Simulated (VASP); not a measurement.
Write the native input for VASP 6.6.1 that does the following.

| Item | Value |
| --- | --- |
| Task | single point |
| Functional | PBEsol |
| Potentials or basis | VASP PAW PBE potentials, release 64 (Ni) |
| Cutoff | 520 eV |
| k mesh | 13 × 13 × 13 |
| Occupations | fermi-dirac, width 0.05 eV |
| Spin | collinear spin, ferromagnetic start |
| Starting moments | [1.0] μB |
| Ladder | free |
| Further INCAR settings | ALGO = Normal; EDIFF = 1e-07; NBANDS = 15 |

The structure of Ni lies in POSCAR:

```
Ni
1.0
   -1.3837154700      1.3837154700      1.3837154700
    1.3837154700     -1.3837154700      1.3837154700
    1.3837154700      1.3837154700     -1.3837154700
Ni
1
Direct
    0.0000000000      0.0000000000      0.0000000000
```

This isn't the form of Ni at room conditions, which is fcc.

These files were run (other wordings do the same):

INCAR

```
PREC     = Accurate       # precision mode
ENCUT    = 520            # plane-wave cutoff, eV
EDIFF    = 1E-7           # SCF threshold, eV
ISMEAR   = -1             # smearing method
SIGMA    = 0.05           # smearing width, eV
LREAL    = False          # projectors in reciprocal space
LASPH    = True           # aspherical terms in the spheres
NELM     = 120            # most SCF steps
ALGO     = Normal         # electronic algorithm
ISIF     = 2              # what is computed and relaxed
LWAVE    = False          # write WAVECAR
LCHARG   = False          # write CHGCAR
ISPIN    = 2              # spin polarisation
MAGMOM   = 1              # initial moments
LORBIT   = 11             # projections on sites
LMAXMIX  = 4              # l up to which the mixer works
GGA      = PS             # functional
NBANDS   = 15             # bands
```

KPOINTS

```
Automatic mesh
0
Gamma
  13 13 13
```

Potentials or basis: VASP PAW PBE potentials, release 64 (Ni).

The run is started by

```bash
$ cat potpaw_PBE.64/Ni/POTCAR > POTCAR
$ mpirun -np 1 vasp_std > vasp.out
```

Results of the run:

```json
{
  "Pressure": "-2.5 GPa",
  "Band gap on the k mesh": "none (metal or under the smearing width)",
  "Net moment": "0.58 μB per cell",
  "Site moments": "Ni +0.58 μB",
  "Valence electrons inside the program's atomic spheres": "Ni 9.37"
}
```

Caveat: the PAW data sets were made with another functional, which shifts forces and pressure a little.

It took 12 s on 1 thread of Intel(R) Xeon(R) 6975P-C (Granite Rapids), with other jobs on the host, peak memory 0.13 GiB.
